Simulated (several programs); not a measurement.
# What each method gives for CuI (NiAs type)

CuI built on the NiAs prototype, relaxed with r2SCAN in Ansatz, was computed with several methods. The symmetry is P6_3/mmc (No. 194, hexagonal); conventional cell a = 4.147 Å, c = 6.336 Å, 23.60 Å³ an atom. Cu is surrounded by 6 I at 2.87 Å; I is surrounded by 6 Cu at 2.87 Å. The cell comes from a prototype generator: it can be a known phase or a hypothetical one. Spin polarisation is off.

```
Cu I
1.0
     4.14734    0.00000    0.00000
    -2.07367    3.59170    0.00000
     0.00000    0.00000    6.33636
Cu I
2 2
Direct
  0.00000 0.00000 0.00000
  0.00000 0.00000 0.50000
  0.33333 0.66667 0.25000
  0.66667 0.33333 0.75000
```

Gaps and times are for a single point on this cell; volume and bulk modulus come from each method's own relaxation or energy curve at fixed shape, which is too stiff where a cell has free coordinates or axes. Times are rough, from shared hosts (Arm Neoverse V1; Intel Xeon Processor @ 2.50GHz), and each method has its own mesh and cell size. A dagger marks a closed or tiny gap in a crystal that DFT finds insulating: a failure of the method or a wrong SCF state. A double dagger marks a value from a curve with shape and coordinates held. PM6 (MOPAC), PM7 (MOPAC), GFN1-xTB (tblite), GFN2-xTB (tblite) treat a cluster of cells at its zone centre, which samples few k points: where these miss a band edge, the gap comes out too large for that reason alone. Gaps from k meshes are read at a limited set of points (mesh, symmetry points, PBE's band edges), so each method's own least gap may be somewhat smaller. xTB and the PM methods were fitted mostly to molecules, and can miss a solid's gap by electronvolts. Minimal bases can be far off for gaps. Times of the plane-wave ladder aren't listed, since it ran on unlike processors and cards. GLLB-SC's gap includes the derivative discontinuity. d marks a direct gap, i an indirect one (no mark: not told apart), a dash a value that wasn't computed or didn't pass its checks.

| method | kind | gap (eV) | own volume (Å³/atom) | bulk modulus (GPa) | atoms computed | processor time |
| --- | --- | --- | --- | --- | --- | --- |
| PBEsol | semilocal | – | 22.21 | – | 4 | – |
| light PBE (260 eV and a coarse mesh) | light plane-wave | 0.69 i | – | – | 4 | 2.7 s |
| GFN1-xTB (tblite) | tight binding | 1.32 | 24.73‡ | 72‡ | cluster | 3.7 s |
| GFN2-xTB (tblite) | tight binding | 1.62 | 22.05‡ | 46‡ | cluster | 6 s |
| PBE/single zeta (GPAW) | small basis | overlap 0.17† | – | – | 4 | 11 s |
| PM7 (MOPAC) | semi-empirical | 10.70 | 24.67‡ | 74‡ | cluster | 12 s |
| PBE/SZV (CP2K) | small basis | 0.19 d | – | – | 4 | 14 s |
| PBE | semilocal | 0.48 i | 23.92 | 46‡ | 4 | – |
| LDA | semilocal | 0.39 i | 21.42 | – | 4 | – |
| PM6 (MOPAC) | semi-empirical | 2.40 | – | – | cluster | 34 s |
| r2SCAN | semilocal | 0.84 i | 23.60 | 50‡ | 4 | – |
| PBE/DZVP (CP2K) | small basis | 0.62 i | 24.66‡ | 43‡ | 4 | 43 s |
| GLLB-SC (GPAW) | model potential | 1.13 | – | – | 4 | 76 s |
| PBE+SOC | semilocal | 0.42 i | – | – | 4 | – |
| PBE0 | hybrid | 2.58 i | – | – | 4 | – |
| HSE06 | hybrid | 1.91 i | – | – | 4 | – |
| DDH-PBE0 | hybrid | 1.20 i | – | – | 4 | – |

Against HSE06 (1.91 eV) and with closed or daggered gaps left aside, the nearest gap at the points sampled is that of GFN2-xTB (tblite) (-0.29 eV) and the farthest that of PM7 (MOPAC) (+8.79 eV). HSE06 is only a yardstick of convenience, and nearness to it can be luck.

Volumes against r2SCAN's: PBEsol -5.9 %, PBE +1.4 %, LDA -9.2 %.

Only the rows marked +SOC include spin-orbit coupling.
